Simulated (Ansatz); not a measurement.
The elements of this relaxed trial crystal are hidden behind letters.

```
lattice vectors (Å)
   4.1589    0.0000    0.0000
   0.0000    4.0585    2.8706
   0.0000   -4.0585    2.8706
fractional positions
X 0.0000 0.5976 0.5976
X 0.0000 0.3635 0.0336
X 0.0000 0.0336 0.3635
X 0.5000 0.9234 0.9234
Z 0.5000 0.3503 0.7320
Z 0.5000 0.7320 0.3503
```

Level of theory: Ansatz 0.2.0, DFT PBE, scalar-relativistic, plane waves, PAW. Cutoff 420 eV, Γ-centred 10×8×8 mesh (6-atom cell), Gaussian smearing of 0.10 eV, no spin polarisation.

- Space group: Amm2 (No. 38)
- Conventional cell: a = 4.159 Å, b = 8.117 Å, c = 5.741 Å
- Volume per atom: 16.15 Å³
- Density: 8.54 g/cm³
- Energy over the elements: −0.62 eV/atom
- Gap on the 10×8×8 mesh of the 6-atom cell: 0 eV (a metal)

Energies are uncorrected and count from the elements' standard states at the same level.

Question: X is a p-block element of period 3 and Z is a d-block element of period 6. Which elements are they?

Answer: X = Al, Z = Pt, so the formula is Al2Pt. Density times volume gives a mean mass of 8.54 × 16.15/1.6605 = 83.1 u per atom, and this set has 83.0 u. Al on a site of symmetry mm2 has 4 Pt at 2.61 Å and 6 Al at 2.65–2.80 Å; Al on a site of symmetry m has 2 Pt at 2.55 Å, 5 Al at 2.65–2.93 Å, 2 Pt at 2.87 Å and 2 Al at 3.19 Å; around Pt lie 6 Al at 2.55–2.69 Å, 2 Al at 2.87 Å and 3 Pt at 3.03–3.10 Å; 1 more site not described. Other sets within the hints have nearly the same mass, so mass alone doesn't settle it; this one was computed.

These runs have no spin–orbit coupling, which can matter for Pt. This cell was reached by moving the atoms of another relaxed cell at random and relaxing again, last within the group found; it had no such test of its own. Another cell of Al2Pt relaxed alike, in Fm-3m (a cell as deposited in COD), lies 260 meV/atom lower, so this cell isn't the stable form at this level.
